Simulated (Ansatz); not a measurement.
# NbC: how the settings move a relaxation

Question: which choices in the input matter for NbC?

Program: Ansatz 0.2.0. Level of theory: reference: DFT, LDA, PAW with Ansatz's default frozen-core files, scalar-relativistic; relaxation of cell and atoms. These are calculated values, not measurements.

1 further run of the same task is left out (it didn't finish).

## 1. The structure to begin with

Symmetry: Fm-3m, No. 225, cubic system. The conventional cell has a = 4.469 Å, b = 4.469 Å, c = 4.469 Å, α = 90.00°, β = 90.00°, γ = 90.00°. Around Nb (site symmetry m-3m) lie 6 C at 2.23 Å. Around C (site symmetry m-3m) lie 6 Nb at 2.23 Å.

As a file:

```cif
data_structure
_symmetry_space_group_name_H-M 'P 1'
_symmetry_Int_Tables_number 1
_cell_length_a 3.1601
_cell_length_b 3.1601
_cell_length_c 3.1601
_cell_angle_alpha 60.000
_cell_angle_beta 60.000
_cell_angle_gamma 60.000
_cell_volume 22.32
loop_
_atom_site_label
_atom_site_type_symbol
_atom_site_fract_x
_atom_site_fract_y
_atom_site_fract_z
_atom_site_occupancy
Nb1 Nb 0.00000 0.00000 0.00000 1
C1 C 0.50000 0.50000 0.50000 1
```

## 2. Baseline

File input.yaml:

```yaml
crystal:
  lattice:
    - [0.0, 2.23455, 2.23455]
    - [2.23455, 0.0, 2.23455]
    - [2.23455, 2.23455, 0.0]
  atoms:
    - { symbol: Nb, position: [0.0, 0.0, 0.0] }
    - { symbol: C, position: [0.5, 0.5, 0.5] }
kpoints:
  mp_grid: { grid: [16, 16, 16] }
scf:
  occupations: { method: fermi_dirac, width: 0.05 }
hamiltonian:
  xc: lda
  pseudopotentials: { kind: paw }
relax:
  f_tol: 0.002
  max_steps: 80
  cell: {}
output:
  forces: true
  stress: true
  write_density: true
  write_potential: true
  elf: true
  volumetric_format: npy
```

The run is started by

```bash
$ ansatz run input.yaml --threads 1 --pin off --max-ram 3072MiB --backend cpu --events-out ev --progress --plain --runs-dir out
```

Excerpt of the output:

```text
[...]
Basis set: ecut = 420 eV, 411 PW (Γ)
[...]
k-points: 145 of 4096
[...]
SCF iter   1: F=—  HF=-4686.825400 eV  |F-HF|=—  |Δ(HF+E_count)|=         —  Δρ=5.91e-3  dr2=1.83e-3  ethr=1.77e-3  ⟨swp⟩=5.1  Hψ=22568  notcnv=0  defer=14
[...]
preconditioner: auto → none  [metal: Δε(μ)=0.073 eV  Ē_g=13.899 eV  σ=0.050 eV  W_gap=0.35  n_scr=8 (ndim 8)  ℏωp=23.6 eV  f_vac=0.000  D(μ)=0.72/eV (n_scr^D=0)  sad-step TF]
SCF iter   2: F=—  HF=-4686.824974 eV  |F-HF|=—  |Δ(HF+E_count)|=   4.26e-4  Δρ=3.33e-3  dr2=6.29e-4  ethr=1.08e-5  ⟨swp⟩=1.4  Hψ=3798  notcnv=0  defer=101
[...]
relax step   1: F+E_penalty+E_count = -4686.82485214 eV  Δ(F+E_penalty+E_count) = +0.000e0 eV  max|allowed force component| = 3.484e-30 eV/Å  Δτ_max = 0.0000 Å  P = -8.906 GPa  Ω = 22.315 Å³  (6 SCF iters, dr2 threshold 1.00e-7 eV, accepted)
[...]
relax step   2: F+E_penalty+E_count = -4686.83876464 eV  Δ(F+E_penalty+E_count) = -1.391e-2 eV  max|allowed force component| = 2.514e-30 eV/Å  Δτ_max = 0.0000 Å  P = +5.322 GPa  Ω = 21.364 Å³  energy of the carried Pulay correction = +1.692e-3 eV  (6 SCF iters
[...]
relax step   3: F+E_penalty+E_count = -4686.84356034 eV  Δ(F+E_penalty+E_count) = -4.796e-3 eV  max|allowed force component| = 2.432e-30 eV/Å  Δτ_max = 0.0000 Å  P = -0.230 GPa  Ω = 21.710 Å³  energy of the carried Pulay correction = +1.068e-3 eV  (6 SCF iters
[...]
relax step   4: F+E_penalty+E_count = -4686.84359701 eV  Δ(F+E_penalty+E_count) = -3.667e-5 eV  max|allowed force component| = 1.433e-29 eV/Å  Δτ_max = 0.0000 Å  P = -0.005 GPa  Ω = 21.696 Å³  energy of the carried Pulay correction = +1.094e-3 eV  (6 SCF iters
[...]
relax step   5: F+E_penalty+E_count = -4686.84260547 eV  Δ(F+E_penalty+E_count) = +9.915e-4 eV  max|allowed force component| = 1.065e-29 eV/Å  Δτ_max = 0.0000 Å  P = -0.065 GPa  Ω = 21.696 Å³  stress off target by 6.50e-2 GPa  SCF on the basis re-selected at t
[...]
relax step   6: F+E_penalty+E_count = -4686.84261399 eV  Δ(F+E_penalty+E_count) = -8.522e-6 eV  max|allowed force component| = 1.019e-30 eV/Å  Δτ_max = 0.0000 Å  P = -0.000 GPa  Ω = 21.691 Å³  energy of the carried Pulay correction = +7.666e-6 eV  (6 SCF iters
[...]
SCF iter   6: F=-4686.842601 eV  HF=-4686.842601 eV  |F-HF|=1.82e-12  |Δ(HF+E_count)|=  1.82e-12  Δρ=3.85e-10  dr2=2.25e-17  ethr=1.00e-12  ⟨swp⟩=1.0  Hψ=2465  notcnv=0
SCF iter   7: F=-4686.842601 eV  HF=-4686.842601 eV  |F-HF|=9.09e-13  |Δ(HF+E_count)|=    0.00e0  Δρ=9.18e-11  dr2=2.12e-18  ethr=1.00e-12  ⟨swp⟩=1.2  Hψ=5566  notcnv=0
[...]
relax step   7: F+E_penalty+E_count = -4686.84260141 eV  Δ(F+E_penalty+E_count) = +1.258e-5 eV  max|allowed force component| = 2.202e-30 eV/Å  Δτ_max = 0.0000 Å  P = -0.000 GPa  Ω = 21.691 Å³  stress off target by 2.66e-4 GPa  SCF on the basis re-selected at t
[...]
SCF converged after 7 iterations
Free energy (F): -4686.842601 eV
[...]
E sigma→0 (E₀):  -4686.839672 eV
[...]
Fermi energy:    19.094280 eV
[...]
  P = ⅓ Tr σ = -0.0003 GPa (-0.003 kbar)
[...]
--- Relaxed structure (5 steps of the walk, 5 accepted, 2 SCFs on fresh bases) ---
[...]
```

It took 20 s on 1 thread of Arm Neoverse V1, shared host; peak memory 0.34 GiB.

## 3. Changed: xc_grid 3

input.yaml: that of step 2 with these lines changed.

```diff
@@ -22,5 +22,3 @@
   stress: true
-  write_density: true
-  write_potential: true
-  elf: true
-  volumetric_format: npy
+basis:
+  xc_grid: 3
```

The run is started by

```bash
$ ansatz run input.yaml --threads 1 --pin off --max-ram 3072MiB --backend cpu --events-out ev --progress --plain --runs-dir out
```

Log:

```text
Engine: ansatz 0.2.0
Pseudopotentials: kind: paw
Pseudopotential: Nb, paw, valence charge 13, recommended cutoff 420 eV (normal), Nb.paw.azcp
Pseudopotential: C, paw, valence charge 4, recommended cutoff 420 eV (normal), C.paw.azcp
Functional definition: SPW92
  exchange = slater_x
  correlation = pw_c
Crystal: 2 atoms, lattice volume = 22.315 Å³
Basis set: ecut = 420 eV, 411 PW (Γ), exchange–correlation on 72×72×72 points (27 copies of the dense FFT grid, shifted against one another)
Bands: 13, of which v1, the nominal top of the filled ones, is band 9 counted from 1 (8 counted from 0)
Symmetry: 48 space group operations
Space group: Fm-3m (ITA 225), of the structure as read, at distance tolerance 2.8e-5 Å
k-points: 145 of 4096
Non-local potential: Nb, projectors of the file, l = 0: 3, l = 1: 2, l = 2: 2, l = 3: 1
Non-local potential: C, projectors of the file, l = 0: 2, l = 1: 2, l = 2: 1
PAW form: soft (Blöchl's): semilocal exchange-correlation on the pseudo side does not see the compensation charge
PAW frozen core: Nb, regenerated for the run's functional, and the local potential with it (the file was generated under x = pbe(κ = 0.804, μ = 0.2195149727645171), c = pbe(β = 0.06672455060314922))
PAW frozen core: C, regenerated for the run's functional, and the local potential with it (the file was generated under x = pbe(κ = 0.804, μ = 0.2195149727645171), c = pbe(β = 0.06672455060314922))
PAW one-centre angular grid: Nb, 590 points (default); XC on 64 Gauss nodes
PAW one-centre angular grid: C, 110 points (default); XC on 64 Gauss nodes
Initial density: superposition of atomic densities (neutral atoms: chi_scale 0, normalization atom), corrected by the library's trained network
Initial wavefunctions: pseudopotential atomic-orbital guess
Functional: x = slater, c = lda
SCF iter   1: F=—  HF=-4686.825401 eV  |F-HF|=—  |Δ(HF+E_count)|=         —  Δρ=5.91e-3  dr2=1.83e-3  ethr=1.77e-3  ⟨swp⟩=5.1  Hψ=22568  notcnv=0  defer=14
automatic band count: the SCF goes on with 17 bands, as 13 were too few: the levels above may hold too much charge
preconditioner: auto → none  [metal: Δε(μ)=0.073 eV  Ē_g=13.899 eV  σ=0.050 eV  W_gap=0.35  n_scr=8 (ndim 8)  ℏωp=23.6 eV  f_vac=0.000  D(μ)=0.72/eV (n_scr^D=0)  sad-step TF]
SCF iter   2: F=—  HF=-4686.824975 eV  |F-HF|=—  |Δ(HF+E_count)|=   4.26e-4  Δρ=3.33e-3  dr2=6.29e-4  ethr=1.08e-5  ⟨swp⟩=1.4  Hψ=3798  notcnv=0  defer=101
SCF iter   3: F=—  HF=-4686.824858 eV  |F-HF|=—  |Δ(HF+E_count)|=   1.17e-4  Δρ=3.20e-4  dr2=1.66e-5  ethr=3.70e-6  ⟨swp⟩=2.6  Hψ=3157  notcnv=0  defer=101
SCF iter   4: F=—  HF=-4686.824855 eV  |F-HF|=—  |Δ(HF+E_count)|=   2.84e-6  Δρ=1.48e-4  dr2=3.92e-6  ethr=9.77e-8  ⟨swp⟩=2.0  Hψ=3273  notcnv=0  defer=101
SCF iter   5: F=—  HF=-4686.824853 eV  |F-HF|=—  |Δ(HF+E_count)|=   1.56e-6  Δρ=3.94e-5  dr2=1.95e-7  ethr=2.31e-8  ⟨swp⟩=2.6  Hψ=3276  notcnv=0  defer=101
SCF iter   6: F=-4686.824853 eV  HF=-4686.824853 eV  |F-HF|=1.18e-11  |Δ(HF+E_count)|=   8.91e-8  Δρ=1.24e-6  dr2=1.07e-10  ethr=5.88e-10  ⟨swp⟩=4.0  Hψ=6722  notcnv=0
SCF 1 converged in 6 iterations: F = -4686.824853 eV  dr2 = 1.07e-10
relax step   1: F+E_penalty+E_count = -4686.82485320 eV  Δ(F+E_penalty+E_count) = +0.000e0 eV  max|allowed force component| = 2.958e-30 eV/Å  Δτ_max = 0.0000 Å  P = -8.906 GPa  Ω = 22.315 Å³  (6 SCF iters, dr2 threshold 1.00e-7 eV, accepted)
Crystal: 2 atoms, lattice volume = 21.364 Å³
Bands: 17, of which v1, the nominal top of the filled ones, is band 9 counted from 1 (8 counted from 0)
Initial density: handed on by an earlier stage of this run
Initial wavefunctions: those handed on with the density
iter 1 solved again at ethr=2.07e-4 eV; its pass at ethr=3.10e-3 eV (dr2=3.53e-2 eV) is discarded
SCF iter   1: F=—  HF=-4686.846945 eV  |F-HF|=—  |Δ(HF+E_count)|=         —  Δρ=1.15e-2  dr2=3.47e-2  ethr=2.07e-4  ⟨swp⟩=2.0  Hψ=14429  notcnv=0
preconditioner: auto → none  [metal: Δε(μ)=0.082 eV  Ē_g=14.419 eV  σ=0.050 eV  W_gap=0.35  n_scr=8 (ndim 8)  ℏωp=24.1 eV  f_vac=0.000  D(μ)=0.65/eV (n_scr^D=0)]
SCF iter   2: F=—  HF=-4686.840542 eV  |F-HF|=—  |Δ(HF+E_count)|=   6.40e-3  Δρ=5.35e-3  dr2=7.94e-3  ethr=2.04e-4  ⟨swp⟩=2.0  Hψ=2995  notcnv=0
SCF iter   3: F=—  HF=-4686.838767 eV  |F-HF|=—  |Δ(HF+E_count)|=   1.78e-3  Δρ=4.74e-4  dr2=3.22e-5  ethr=4.67e-5  ⟨swp⟩=1.1  Hψ=2488  notcnv=0
SCF iter   4: F=—  HF=-4686.838766 eV  |F-HF|=—  |Δ(HF+E_count)|=   1.56e-6  Δρ=8.40e-5  dr2=9.15e-7  ethr=1.89e-7  ⟨swp⟩=2.1  Hψ=3042  notcnv=0
iter 5 did not close the SCF: its close was put off for the readings that it lacked (scf_convergence_deferred on its scf_iter line)
SCF iter   5: F=-4686.838766 eV  HF=-4686.838766 eV  |F-HF|=3.01e-9  |Δ(HF+E_count)|=   3.81e-8  Δρ=9.36e-6  dr2=3.69e-9  ethr=5.38e-9  ⟨swp⟩=2.3  Hψ=3508  notcnv=0
SCF iter   6: F=-4686.838766 eV  HF=-4686.838766 eV  |F-HF|=3.27e-11  |Δ(HF+E_count)|=   3.80e-9  Δρ=5.91e-7  dr2=4.55e-11  ethr=2.17e-11  ⟨swp⟩=1.0  Hψ=6405  notcnv=0
SCF 2 converged in 6 iterations: F = -4686.838766 eV  dr2 = 4.55e-11
relax step   2: F+E_penalty+E_count = -4686.83876568 eV  Δ(F+E_penalty+E_count) = -1.391e-2 eV  max|allowed force component| = 5.259e-31 eV/Å  Δτ_max = 0.0000 Å  P = +5.322 GPa  Ω = 21.364 Å³  energy of the carried Pulay correction = +1.692e-3 eV  (6 SCF iters, dr2 threshold 2.00e-7 eV, accepted)
Crystal: 2 atoms, lattice volume = 21.710 Å³
iter 1 solved again at ethr=3.02e-5 eV; its pass at ethr=3.10e-3 eV (dr2=5.14e-3 eV) is discarded
SCF iter   1: F=—  HF=-4686.844746 eV  |F-HF|=—  |Δ(HF+E_count)|=         —  Δρ=4.35e-3  dr2=5.06e-3  ethr=3.02e-5  ⟨swp⟩=1.7  Hψ=13070  notcnv=0
preconditioner: auto → none  [metal: Δε(μ)=0.087 eV  Ē_g=14.194 eV  σ=0.050 eV  W_gap=0.40  n_scr=8 (ndim 8)  ℏωp=23.9 eV  f_vac=0.000  D(μ)=0.71/eV (n_scr^D=0)]
SCF iter   2: F=—  HF=-4686.843820 eV  |F-HF|=—  |Δ(HF+E_count)|=   9.26e-4  Δρ=2.03e-3  dr2=1.17e-3  ethr=2.98e-5  ⟨swp⟩=1.0  Hψ=2465  notcnv=0
SCF iter   3: F=—  HF=-4686.843561 eV  |F-HF|=—  |Δ(HF+E_count)|=   2.60e-4  Δρ=1.85e-4  dr2=4.58e-6  ethr=6.91e-6  ⟨swp⟩=1.0  Hψ=2468  notcnv=0
SCF iter   4: F=—  HF=-4686.843561 eV  |F-HF|=—  |Δ(HF+E_count)|=   8.13e-7  Δρ=3.54e-5  dr2=1.82e-7  ethr=2.70e-8  ⟨swp⟩=2.2  Hψ=3172  notcnv=0
iter 5 did not close the SCF: its close was put off for the readings that it lacked (scf_convergence_deferred on its scf_iter line)
SCF iter   5: F=-4686.843561 eV  HF=-4686.843561 eV  |F-HF|=4.09e-10  |Δ(HF+E_count)|=   1.89e-9  Δρ=3.40e-6  dr2=5.11e-10  ethr=1.07e-9  ⟨swp⟩=2.1  Hψ=3229  notcnv=0
SCF iter   6: F=-4686.843561 eV  HF=-4686.843561 eV  |F-HF|=1.00e-11  |Δ(HF+E_count)|=  5.01e-10  Δρ=3.12e-7  dr2=1.36e-11  ethr=3.01e-12  ⟨swp⟩=1.0  Hψ=6631  notcnv=0
SCF 3 converged in 6 iterations: F = -4686.843561 eV  dr2 = 1.36e-11
relax step   3: F+E_penalty+E_count = -4686.84356137 eV  Δ(F+E_penalty+E_count) = -4.796e-3 eV  max|allowed force component| = 7.889e-31 eV/Å  Δτ_max = 0.0000 Å  P = -0.230 GPa  Ω = 21.710 Å³  energy of the carried Pulay correction = +1.068e-3 eV  (6 SCF iters, dr2 threshold 2.00e-7 eV, accepted)
[... 13 lines left out ...]
relax step   4: F+E_penalty+E_count = -4686.84359805 eV  Δ(F+E_penalty+E_count) = -3.667e-5 eV  max|allowed force component| = 2.104e-30 eV/Å  Δτ_max = 0.0000 Å  P = -0.005 GPa  Ω = 21.696 Å³  energy of the carried Pulay correction = +1.094e-3 eV  (6 SCF iters, dr2 threshold 1.32e-7 eV, accepted)
[... 16 lines left out ...]
relax step   5: F+E_penalty+E_count = -4686.84260651 eV  Δ(F+E_penalty+E_count) = +9.915e-4 eV  max|allowed force component| = 1.643e-30 eV/Å  Δτ_max = 0.0000 Å  P = -0.065 GPa  Ω = 21.696 Å³  stress off target by 6.50e-2 GPa  SCF on the basis re-selected at this cell (its energy is not comparable with the rows above)  (8 SCF iters)
[... 14 lines left out ...]
relax step   6: F+E_penalty+E_count = -4686.84261503 eV  Δ(F+E_penalty+E_count) = -8.522e-6 eV  max|allowed force component| = 6.048e-30 eV/Å  Δτ_max = 0.0000 Å  P = -0.000 GPa  Ω = 21.691 Å³  energy of the carried Pulay correction = +7.666e-6 eV  (6 SCF iters, dr2 threshold 1.06e-8 eV, accepted)
iter 1 solved again at ethr=3.30e-8 eV; its pass at ethr=3.10e-3 eV (dr2=5.61e-6 eV) is discarded
SCF iter   1: F=—  HF=-4686.842602 eV  |F-HF|=—  |Δ(HF+E_count)|=         —  Δρ=1.77e-6  dr2=3.73e-10  ethr=3.30e-8  ⟨swp⟩=3.1  Hψ=18518  notcnv=0
eigensolver tolerance schedule: the retry pair's looser diagonalisation over-reported the residual by 15071.19 of it (diagonalisation noise at 0.19 of the residual, at the tolerance the schedule requests for it); recorded, not acted on — ethr = c·dr2/N_el stays at c = 1.0e-1
SCF iter   2: F=—  HF=-4686.842602 eV  |F-HF|=—  |Δ(HF+E_count)|=   3.92e-7  Δρ=6.83e-7  dr2=1.45e-11  ethr=2.19e-12  ⟨swp⟩=3.0  Hψ=4359  notcnv=0
iter 3 did not close the SCF: its close was put off for the readings that it lacked (scf_convergence_deferred on its scf_iter line)
SCF iter   3: F=-4686.842602 eV  HF=-4686.842602 eV  |F-HF|=2.73e-12  |Δ(HF+E_count)|=  8.19e-12  Δρ=2.56e-7  dr2=1.75e-12  ethr=1.00e-12  ⟨swp⟩=1.0  Hψ=2465  notcnv=0
iter 4 did not close the SCF: its close was put off for the readings that it lacked (scf_convergence_deferred on its scf_iter line)
SCF iter   4: F=-4686.842602 eV  HF=-4686.842602 eV  |F-HF|=0.00e0  |Δ(HF+E_count)|=  1.82e-12  Δρ=1.37e-8  dr2=1.11e-14  ethr=1.00e-12  ⟨swp⟩=1.0  Hψ=2465  notcnv=0
iter 5 did not close the SCF: its close was put off for the readings that it lacked (scf_convergence_deferred on its scf_iter line)
SCF iter   5: F=-4686.842602 eV  HF=-4686.842602 eV  |F-HF|=9.09e-13  |Δ(HF+E_count)|=    0.00e0  Δρ=1.92e-9  dr2=4.92e-16  ethr=1.00e-12  ⟨swp⟩=1.0  Hψ=2465  notcnv=0
iter 6 did not close the SCF: its close was put off for the readings that it lacked (scf_convergence_deferred on its scf_iter line)
SCF iter   6: F=-4686.842602 eV  HF=-4686.842602 eV  |F-HF|=0.00e0  |Δ(HF+E_count)|=  1.82e-12  Δρ=4.46e-10  dr2=3.37e-17  ethr=1.00e-12  ⟨swp⟩=1.0  Hψ=2465  notcnv=0
SCF iter   7: F=-4686.842602 eV  HF=-4686.842602 eV  |F-HF|=9.09e-13  |Δ(HF+E_count)|=  9.09e-13  Δρ=1.22e-10  dr2=3.82e-18  ethr=1.00e-12  ⟨swp⟩=1.2  Hψ=5568  notcnv=0
SCF 7 converged in 7 iterations: F = -4686.842602 eV  dr2 = 3.82e-18
relax step   7: F+E_penalty+E_count = -4686.84260245 eV  Δ(F+E_penalty+E_count) = +1.258e-5 eV  max|allowed force component| = 4.996e-30 eV/Å  Δτ_max = 0.0000 Å  P = -0.000 GPa  Ω = 21.691 Å³  stress off target by 2.66e-4 GPa  SCF on the basis re-selected at this cell (its energy is not comparable with the rows above)  (7 SCF iters)
basis re-selected at this cell: Δ(F+E_penalty+E_count) = +1.258e-5 eV, ΔP = -0.000 GPa vs the last step (what re-selecting the basis moved, of the pressure what is left beyond the Pulay correction that the steps carried, after the strain that the cell walked since its last selection, with what the two solves' SCF thresholds leave and, on support functions, any second-order correction that the steps lacked; it is no measure of the basis error at this ecutwfc). This SCF's stress stands 2.66e-4 GPa from its target on what of the cell is left free (relax.cell.stress_tol is 5.00e-2 GPa) and its largest allowed force component is 5.00e-30 eV/Å (relax.f_tol is 2.00e-3 eV/Å): within both
SCF converged after 7 iterations
Free energy (F): -4686.842602 eV
Harris-Foulkes:  -4686.842602 eV  (|F-HF|=9.09e-13)
Internal energy: -4686.836743 eV  (E = F + TS)
E sigma→0 (E₀):  -4686.839673 eV
Entropy (-TS):   -0.005859 eV (-2.930 meV/atom)
Fermi energy:    19.094279 eV
--- Per-component energies (eV) ---
  E_band       = -26.645034
  E_kinetic    = 487.250164
  E_local      = -688.898761  (includes V_loc(G=0)·N_el)
  E_nonlocal   = 149.595847
  E_hartree    = 208.639945
  E_xc         = -224.442787
  E_vxc        = -274.955251  (∫ρ·V_xc dr)
  E_paw        = -3055.711286  (= ΣΔE_a)
  E_vpaw       = -116.916945  (= ΣTr[D̂ρ^β])
  E_aug_tail   = 0.000023  (compensation charges beyond the density's cutoff)
  E_ewald      = -1563.758415
  E_core_change = 0.488527  (= ΣΔE_core)
  E_smearing   = -0.005859  (= −TS)
  E_closure    = 0.000000  (closes the sum)
  Σ components = -4686.842602   (vs F -4686.842602, Δ=0.00e0)
--- Forces (eV/Å), atoms counted from 1 ---
  atom   1  Nb    -0.00000000     0.00000000     0.00000000
  atom   2  C      0.00000000    -0.00000000     0.00000000
  max |Σ_I F_I| component: 7.89e-30 eV/Å
--- Stress (GPa, compression-positive) ---
       -0.000266      -0.000000      -0.000000
       -0.000000      -0.000266      -0.000000
       -0.000000       0.000000      -0.000266
  P = ⅓ Tr σ = -0.0003 GPa (-0.003 kbar)
--- Relaxed structure (5 steps of the walk, 5 accepted, 2 SCFs on fresh bases) ---
  F+E_penalty+E_count = -4686.84260245 eV   max|allowed force component| = 4.996e-30 eV/Å   (the final SCF, on the basis selected at the relaxed cell)
  cell:  # Å, volume = 21.6914 Å³
    - [-1.5206500910672778e-34, 2.2135317573914186, 2.2135317573914186]
    - [2.2135317573914186, 2.6631280390680864e-34, 2.2135317573914186]
    - [2.2135317573914186, 2.2135317573914186, 1.9477855747623532e-33]
  atoms:
    - { symbol: Nb, position: [-7.40684274667089e-36, 6.0601440654572e-36, 8.304641867479483e-36] }
    - { symbol: C, position: [0.49999999999999994, 0.49999999999999994, 0.49999999999999994] }
```

It took 19 s on 1 thread of Arm Neoverse V1, shared host; peak memory 0.34 GiB.

Changing the numerical grids hardly moves the energy: 0.0 meV/atom.

## 4. Comparison

```
         run     ending  energy change  pressure (GPa)  gap (eV)  force (eV/Å)  cycles  time
   reference  converged              0             0.0      0.00          0.00      45  20 s
1: xc_grid 3  converged   0.0 meV/atom             0.0      0.00          0.00      45  19 s
```

Times don't compare one to one where runs were asked for different outputs or read a saved state (see the inputs); cycles may leave out searches for a lower state.

What this shows: Changing the numerical grids leaves the energy as it was (0.0 meV/atom).
